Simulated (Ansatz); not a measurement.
## BaS at -1.6 GPa: from Born charge to LO–TO splitting and polaron coupling

Method: DFT PBE, scalar-relativistic, plane waves, PAW in Ansatz 0.2.0. Cutoff 420 eV, 8×8×8 k-points (Γ-centred), fixed occupations. No spin polarisation. Phonons by linear response, acoustic sum rule imposed.

The cell is fixed (symmetry leaves no force on the atoms) and stands under -1.6 GPa:
```
CELL_PARAMETERS angstrom
3.88930 0.00000 0.00000
0.00000 3.88930 0.00000
0.00000 0.00000 3.88930
ATOMIC_POSITIONS crystal
Ba 0.00000 0.00000 0.00000
S 0.50000 0.50000 0.50000
```

The cell is the ideal cubic caesium chloride prototype; this isn't the usual structure of the compound. Spin–orbit coupling is left out, which matters for heavy elements. The run warned that the force constants aren't converged on this k mesh, so the frequencies and all that is formed from them are rough.

Linear response gives ν_TO = 79.7 cm⁻¹, Born charges ±2.914 e (positive on Ba) and ε∞ = 6.033. The primitive cell holds 58.832 Å³, and the masses are 137.327 and 32.060 amu.

Q: Find ν_LO and the static dielectric constant.

A: The long-wave field adds a restoring force: ω_LO² − ω_TO² = Z*²e²/(ε_vac ε∞ μV). In these units ν_LO² − ν_TO² = 4.92064×10⁷ Z*²/(μ V ε∞) cm⁻², with μ = m₁m₂/(m₁ + m₂) = 25.992 amu: 45308 cm⁻². So ν_LO = √(79.7² + 45308) = 227.3 cm⁻¹, and the run gives 227.3. Lyddane–Sachs–Teller then gives ε0 = ε∞ (ν_LO/ν_TO)² = 49.09, against 49.09 in the run (it forms both from the same three quantities, so the match checks the arithmetic only). Between ν_TO and ν_LO the dielectric function is negative and an undamped crystal reflects fully: a reststrahlen band from 44.0 to 125.5 μm.

Q: What do the Clausius–Mossotti polarisability and the Szigeti charge come to?

A: With the Lorentz local field, α = (3V/4π)(ε∞ − 1)/(ε∞ + 2) = 8.80 Å³ for the pair, and e_S = 3Z*/(ε∞ + 2) = 1.09 e. The Born charge includes the electrons' response to the dipole's own local field, and e_S takes that enhancement out. The Lorentz field assumes point-like polarisable ions, a poor picture once ε∞ is this large, since the electron clouds then overlap or are shared, so both numbers are formal here.

Q: How strongly does a slow electron couple to the LO mode?

A: For one isotropic parabolic band, Fröhlich's constant is α_F = (1/ε∞ − 1/ε0) √(m* Ry/ħω_LO), with Ry = 13.606 eV, ħω_LO = 28.2 meV and m* in free-electron masses: α_F = 0.1454 × 21.97 × √m* = 3.19 √m*. The band mass isn't part of this run; for m* = 0.1, 0.3 and 1 it gives 1.01, 1.75, 3.19. In weak coupling the polaron lies α_F ħω_LO below the band edge (49 meV at m* = 0.3) with a mass m*(1 + α_F/6); past α_F of about 5 or 6 that expansion fails. A semilocal functional's ε∞ tends to be too large, which taken alone lowers α_F.